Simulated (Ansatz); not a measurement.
Field gradients at the nuclei in ZnS

The cell is a computed structure from the Materials Project (it need not be an observed phase), atoms as given.

```cif
data_structure
_symmetry_space_group_name_H-M 'P 1'
_symmetry_Int_Tables_number 1
_cell_length_a 3.8085
_cell_length_b 3.8085
_cell_length_c 31.1363
_cell_angle_alpha 90.000
_cell_angle_beta 90.000
_cell_angle_gamma 120.000
_cell_volume 391.11
loop_
_atom_site_label
_atom_site_type_symbol
_atom_site_fract_x
_atom_site_fract_y
_atom_site_fract_z
_atom_site_occupancy
Zn1 Zn 0.00000 0.00000 0.59998 1
Zn2 Zn 0.66667 0.33333 0.20008 1
Zn3 Zn 0.66667 0.33333 0.80001 1
Zn4 Zn 0.33333 0.66667 0.69993 1
Zn5 Zn 0.00000 0.00000 0.30002 1
Zn6 Zn 0.00000 0.00000 0.00001 1
Zn7 Zn 0.33333 0.66667 0.90005 1
Zn8 Zn 0.66667 0.33333 0.50004 1
Zn9 Zn 0.33333 0.66667 0.10009 1
Zn10 Zn 0.33333 0.66667 0.40001 1
S11 S 0.00000 0.00000 0.07507 1
S12 S 0.00000 0.00000 0.67493 1
S13 S 0.33333 0.66667 0.97491 1
S14 S 0.33333 0.66667 0.47498 1
S15 S 0.66667 0.33333 0.57497 1
S16 S 0.33333 0.66667 0.77486 1
S17 S 0.66667 0.33333 0.27501 1
S18 S 0.33333 0.66667 0.17503 1
S19 S 0.00000 0.00000 0.37498 1
S20 S 0.66667 0.33333 0.87504 1
```

Sites (sets of like atoms) are named by element and the number of their first atom in this list.

Level of theory: DFT, PBE, plane waves and PAW (field gradients read without the response of the frozen cores, which leaves them typically 4 to 6 % off), scalar-relativistic, 420 eV cutoff, Γ-centred 8×8×1 k-points, Fermi–Dirac smearing 0.02 eV (Ansatz 0.2.0).

C_Q = eQV_zz/h, which is 24.18 MHz for Q = 1 b and V_zz = 10²¹ V/m²; η = (V_xx − V_yy)/V_zz.

⁶⁷Zn: I = 5/2, Q = 122.0 mb; ³³S: I = 3/2, Q = -69.40 mb. Nuclear quadrupole moments: year-2017 set (Pyykkö).

(1) Which values are expected at the nuclei?

Answers

(1) 

| site | atoms (order as listed) | first shell | V_zz (10²¹ V/m²) | η | C_Q (MHz) |
| --- | --- | --- | --- | --- | --- |
| Zn1 | 1 | 4 S at 2.33 Å | 0.016 | 0.00 | 0.049 |
| Zn2 | 2, 8 | 4 S at 2.33 Å | <0.005 | – | ≈0 |
| Zn3 | 3 | 4 S at 2.33–2.34 Å | -0.094 | 0.00 | -0.277 |
| Zn4 | 4, 10 | 4 S at 2.33 Å | 0.026 | 0.00 | 0.078 |
| Zn5 | 5 | 4 S at 2.33 Å | 0.022 | 0.00 | 0.066 |
| Zn6 | 6 | 4 S at 2.33–2.34 Å | -0.069 | 0.00 | -0.202 |
| Zn7 | 7 | 4 S at 2.33 Å | 0.045 | 0.00 | 0.133 |
| Zn9 | 9 | 4 S at 2.33 Å | 0.067 | 0.00 | 0.196 |
| S11 | 11 | 4 Zn at 2.33–2.34 Å | 0.19 | 0.00 | -0.319 |
| S12 | 12, 15, 17 | 4 Zn at 2.33 Å | 0.028 | 0.00 | -0.048 |
| S13 | 13 | 4 Zn at 2.33 Å | 0.097 | 0.00 | -0.162 |
| S14 | 14 | 4 Zn at 2.33 Å | 0.049 | 0.00 | -0.082 |
| S16 | 16 | 4 Zn at 2.33 Å | 0.11 | 0.00 | -0.184 |
| S18 | 18 | 4 Zn at 2.33 Å | 0.052 | 0.00 | -0.088 |
| S19 | 19 | 4 Zn at 2.33 Å | 0.036 | 0.00 | -0.061 |
| S20 | 20 | 4 Zn at 2.33–2.34 Å | 0.18 | 0.00 | -0.309 |

An axis of threefold or higher order runs through Zn1, Zn3, Zn4, Zn5, Zn6 and Zn7 and others, so V_zz lies along it and η is zero.
